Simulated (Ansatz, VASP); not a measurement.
## One calculation of BeTe, two programs

Contents of INCAR:

```
PREC     = Accurate       # precision mode
ENCUT    = 600            # plane-wave cutoff, eV
EDIFF    = 1E-6           # SCF threshold, eV
ISMEAR   = -1             # smearing method
SIGMA    = 0.05           # smearing width, eV
LREAL    = F              # projectors in reciprocal space
LASPH    = T              # aspherical terms in the spheres
NELM     = 80             # most SCF steps
ALGO     = Fast           # electronic algorithm
ISIF     = 3              # what is computed and relaxed
LWAVE    = F              # write WAVECAR
LCHARG   = F              # write CHGCAR
GGA      = RP             # functional
IBRION   = 2              # ionic algorithm
NSW      = 60             # ionic steps
EDIFFG   = -0.01          # ionic threshold
```

Contents of KPOINTS:

```
Automatic mesh
0
Gamma
  8 8 8
```

File POSCAR:

```
BeTe
1.0
    0.0000000000      2.7700000000      2.7700000000
    2.7700000000      0.0000000000      2.7700000000
    2.7700000000      2.7700000000      0.0000000000
Te Be
1 1
Direct
    0.7500000000      0.7500000000      0.7500000000
    0.0000000000      0.0000000000      0.0000000000
```

The input input.yaml:

```yaml
crystal:
  lattice:
    - [0.0, 2.77, 2.77]
    - [2.77, 0.0, 2.77]
    - [2.77, 2.77, 0.0]
  atoms:
    - { symbol: Te, position: [0.75, 0.75, 0.75] }
    - { symbol: Be, position: [0.0, 0.0, 0.0] }
hamiltonian:
  xc: rpbe
  pseudopotentials: { kind: paw }
kpoints:
  mp_grid: { grid: [8, 8, 8] }
scf:
  occupations: { method: fermi_dirac, width: 0.05 }
output:
  forces: true
  stress: true
relax:
  f_tol: 0.01
  max_steps: 40
  cell: { stress_tol: 0.05 }
```

Alike in both runs: task relaxation of cell and atoms; functional RPBE; k mesh 8 × 8 × 8; occupations fermi-dirac, width 0.05 eV; no spin polarisation.

|  | VASP | Ansatz |
| --- | --- | --- |
| version | VASP 6.6.1 | Ansatz 0.2.0 |
| potentials or method | VASP PAW PBE potentials, release 64 (Te, Be) | Ansatz PAW |
| plane-wave cutoff (eV) | 600 | 420 |
| valence electrons in the cell | 8 | 18 |

Ansatz gave:

* relaxed volume (Å³/atom): 23.35
* relaxed cell length with the largest relative difference (Å): 4.042
* energy change over the relaxation (meV/atom): -36

**Question.** Which values does VASP return?

**Answer.** Relaxed volume (Å³/atom): 23.38; relaxed cell length with the largest relative difference (Å): 4.044; energy change over the relaxation (meV/atom): -38.

The two sets of potentials don't hold the same shells in valence.

Caveats: the PAW data sets were made with another functional, which shifts forces and pressure a little (VASP); the volume moved by +10 % from the deposited cell, more than functionals usually miss (VASP); the plane-wave basis is chosen anew once the cell has moved, so the energies of steps on either side of that aren't comparable (Ansatz); the PAW data sets come from PBE, with cores solved anew for the run's functional, which leaves a small shift of forces and pressure (Ansatz). RPBE and its kin give volumes clearly too large for solids. Zero-point motion and thermal expansion aren't in these numbers.
